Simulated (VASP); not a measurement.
A run of VASP 6.6.1:

INCAR

```
SYSTEM = GaN
ALGO = Normal ; EDIFF = 1E-7
ENCUT = 600 ; GGA = PE
ISIF = 2 ; ISMEAR = 0
LASPH = .TRUE. ; LCHARG = .FALSE.
LREAL = .FALSE. ; LWAVE = .FALSE.
NELM = 100 ; PREC = Accurate
SIGMA = 0.02
```

KPOINTS

```
k-points
0
G
  9 9 4
  0 0 0
```

The input POSCAR:

```
GaN
1.0
    3.1800000000      0.0000000000      0.0000000000
   -1.5900000000      2.7539607800      0.0000000000
    0.0000000000      0.0000000000      5.1660000000
Ga N
2 2
Direct
    0.3333333300      0.6666666700      0.0000000000
    0.6666666700      0.3333333300      0.5000000000
    0.3333333300      0.6666666700      0.3750000000
    0.6666666700      0.3333333300      0.8750000000
```

Potentials or basis: VASP PAW PBE potentials, release 64 (Ga_d, N).

Command:

```bash
$ cat potpaw_PBE.64/Ga_d/POTCAR potpaw_PBE.64/N/POTCAR > POTCAR
$ mpirun -np 1 vasp_std > vasp.out
```

Hardware: 1 thread of Intel(R) Xeon(R) Platinum 8488C (Sapphire Rapids), with other jobs on the host.

How long does it take, and how much memory?

It took 58 s on 1 thread of Intel(R) Xeon(R) Platinum 8488C (Sapphire Rapids) (shared host), peak memory 0.19 GiB. Counts: scf iterations 16, k points 36.
